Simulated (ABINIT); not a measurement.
Crystal: PbS (Galena).

```
Pb S
1.0
     0.00000    2.96575    2.96575
     2.96575    0.00000    2.96575
     2.96575    2.96575    0.00000
Pb S
1 1
Direct
  0.00000 0.00000 0.00000
  0.50000 0.50000 0.50000
```

Base run:

```yaml
Program: ABINIT 10.8.3 (patched build)
Functional: PBE
Potentials_or_basis: JTH PAW PBE v2.0
Cutoff: 408 eV
k_mesh: 6 × 6 × 6
Occupations: fermi-dirac, width 0.05 eV
Spin: no spin polarisation
```

Its results: band gap on the k mesh 0.36 eV, direct.

Question: The run is repeated on the same cell with these changes: functional from PBE to PBEsol; potentials or basis from JTH PAW PBE v2.0 to PseudoDojo NC SR PBEsol v0.4.1 standard; cutoff from 408 eV to 653 eV. What comes out?

Answer: Band gap on the k mesh 0.26 eV, direct.

Caveats: spin-orbit coupling is left out, which as a rule narrows the gap of such compounds by several tenths of an eV.

A k mesh can miss the band edges.

Not every run made on this cell is shown here.
